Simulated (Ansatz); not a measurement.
A 12-atom cell of TiO2 (I4/m) from a materials database, relaxed with r2SCAN. The symmetry is I4/m (No. 87, tetragonal); a = 8.697 Å, c = 3.762 Å in the conventional setting, 11.86 Å³ an atom. Ti has 6 O at 1.79–2.25 Å; O has 4 Ti at 1.95–2.25 Å; O has 2 Ti at 1.79–1.80 Å.

4 runs of Ansatz 0.2.0 on this cell differ in the functional (and in the settings that go with it). Levels are in eV from each run's valence top; v1 is the last filled band, c1 the first empty one.

Run A, mean stress -2.5 GPa (compression positive):
```tsv
point	v2	v1	c1	c2
Γ	-0.99	-0.75	3.85	5.40
X	-1.02	-0.73	4.57	4.87
M	-1.31	0.00	5.22	5.26
Z	-0.53	-0.33	4.95	5.56
P	-1.07	-0.23	4.91	5.50
N	-0.76	-0.41	5.15	5.56
```

Run B, mean stress 0.0 GPa (compression positive):
```tsv
point	v2	v1	c1	c2
Γ	-0.91	-0.70	2.09	3.49
X	-0.93	-0.67	2.76	2.98
M	-1.13	0.00	3.33	3.33
Z	-0.45	-0.31	3.08	3.63
P	-0.98	-0.19	3.04	3.57
N	-0.66	-0.36	3.27	3.62
```

Run C, mean stress +4.5 GPa (compression positive):
```tsv
point	v2	v1	c1	c2
Γ	-0.85	-0.68	1.72	3.13
X	-0.88	-0.65	2.39	2.61
M	-1.08	0.00	2.95	2.95
Z	-0.42	-0.30	2.71	3.28
P	-0.96	-0.17	2.68	3.21
N	-0.63	-0.34	2.91	3.27
```

Run D, mean stress -2.4 GPa (compression positive):
```tsv
point	v2	v1	c1	c2
Γ	-0.99	-0.75	3.11	4.64
X	-1.02	-0.72	3.82	4.11
M	-1.30	0.00	4.46	4.50
Z	-0.53	-0.33	4.20	4.80
P	-1.06	-0.23	4.16	4.74
N	-0.76	-0.40	4.39	4.79
```

Problem. Match the runs to PBE, r2SCAN, HSE06, PBE0.

Solution. A is PBE0, B is r2SCAN, C is PBE, D is HSE06. In order of the gap: PBE 1.72, r2SCAN 2.09, HSE06 3.11, PBE0 3.85 eV. The stress vanishes for r2SCAN, which relaxed the cell.

Calculated for a static, non-magnetic cell.

The stress of a hybrid is loosely converged in these runs.

The meshes of the hybrids are coarse, so their gaps aren't converged to the digits shown.
